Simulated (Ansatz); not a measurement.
hcp against fcc along group 4

Level of theory: Ansatz 0.2.0, DFT, BLYP, plane waves (420 eV) with PAW, scalar-relativistic. The PAW files were generated under PBE, with cores re-solved for the functional.

Each structure is relaxed within its symmetry, in the lowest magnetic state of the tried starts. Differences under about 8 meV lie within the error of the k-point mesh.

```csv
element,E(hcp) − E(fcc) (meV/atom),V(hcp) (Å³/atom),V(fcc) (Å³/atom),state of hcp,state of fcc
Ti,-57,17.80,17.82,non-magnetic,spin not included
Zr,-39,24.18,24.02,spin not included,spin not included
Hf,-70,23.14,23.17,spin not included,spin not included
```
